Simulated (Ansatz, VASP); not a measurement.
## Ge: VASP beside Ansatz

File POSCAR:

```
Ge
1.0
    0.0000000000      2.8289100000      2.8289100000
    2.8289100000      0.0000000000      2.8289100000
    2.8289100000      2.8289100000      0.0000000000
Ge
2
Direct
    0.7500000000      0.7500000000      0.7500000000
    0.5000000000      0.5000000000      0.5000000000
```

The input INCAR.step1:

```
PREC = Accurate
ENCUT = 600
EDIFF = 1E-8
ISMEAR = -1
SIGMA = 0.05
LREAL = False
LASPH = True
NELM = 100
ALGO = Normal
ISIF = 3
LWAVE = False
LCHARG = False
GGA = PE
IBRION = 2
NSW = 40
EDIFFG = -0.002
```

INCAR.step2

```
PREC = Accurate
ENCUT = 600
EDIFF = 1E-8
ISMEAR = -1
SIGMA = 0.05
LREAL = False
LASPH = True
NELM = 100
ALGO = Normal
ISIF = 3
LWAVE = False
LCHARG = False
GGA = PE
IBRION = 6
NFREE = 2
POTIM = 0.015
NSW = 1
```

The input KPOINTS:

```
Automatic mesh
0
Gamma
  6 6 6
```

Contents of input.yaml:

```yaml
crystal:
  lattice:
    - [0.0, 2.82891, 2.82891]
    - [2.82891, 0.0, 2.82891]
    - [2.82891, 2.82891, 0.0]
  atoms:
    - { symbol: Ge, position: [0.75, 0.75, 0.75] }
    - { symbol: Ge, position: [0.5, 0.5, 0.5] }
hamiltonian:
  xc: pbe
  pseudopotentials: { kind: paw }
kpoints:
  mp_grid: { grid: [6, 6, 6] }
scf:
  occupations: { method: fermi_dirac, width: 0.05 }
output:
  forces: true
  stress: true
elastic:
  mode: relaxed_ion
  stencil: two_point
```

Alike in both runs: task elastic constants; functional PBE; k mesh 6 × 6 × 6; occupations fermi-dirac, width 0.05 eV; no spin polarisation.

|  | VASP | Ansatz |
| --- | --- | --- |
| version | VASP 6.6.1 | Ansatz 0.2.0 |
| potentials or method | VASP PAW PBE potentials, release 64 (Ge_d) | Ansatz PAW |
| plane-wave cutoff (eV) | 600 | 420 |
| valence electrons in the cell | 28 | 28 |

|  | VASP | Ansatz | Ansatz less VASP |
| --- | --- | --- | --- |
| elastic constant that differs most (GPa) | 99 | 111 | +12.0 |
| Voigt bulk modulus (GPa) | 58 | 68 | +10.1 |

Caveats: the cell is more than 3 GPa from zero pressure, which shifts response properties (Ansatz); elastic constants of metals need much finer meshes, so these are rough (Ansatz).
